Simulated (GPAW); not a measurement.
MgSi, 4 atoms in the cell. The structure is orthorhombic, space group Cmcm (No. 63). The conventional cell has a = 3.005 Å, b = 10.852 Å, c = 4.340 Å, α = 90.00°, β = 90.00°, γ = 90.00°. Si (site symmetry m2m) has 4 Si at 2.66 to 3.01 Å and 7 Mg at 2.83 to 3.00 Å as nearest neighbours. Mg (site symmetry m2m) has 7 Si at 2.83 to 3.00 Å and 6 Mg at 3.01 to 3.18 Å as nearest neighbours. The cell comes from a database or a generator and needn't be the stable form of this composition.

| Item | Value |
| --- | --- |
| Program | GPAW 26.7.0 |
| Task | single point |
| Functional | TB-mBJ |
| Potentials or basis | GPAW PAW data sets for LDA (gpaw-data 1.2.1) |
| Cutoff | 800 eV |
| Basis | pw |
| k mesh | 6 × 6 × 4 |
| Occupations | fermi-dirac, width 0.05 eV |
| Spin | no spin polarisation |
| Maxiter | 150 |

Potentials or basis: GPAW PAW data sets for LDA (gpaw-data 1.2.1), pw.

Run with:

```console
$ OMP_NUM_THREADS=1 python run.py
```

Hardware: 1 thread of Arm Neoverse V1 (shared host).

Q: How long does it take, and how much memory?

A: Run time: 7.3 min on 1 thread of Arm Neoverse V1 (shared host), peak memory 0.4 GiB. Counts: scf iterations 30.
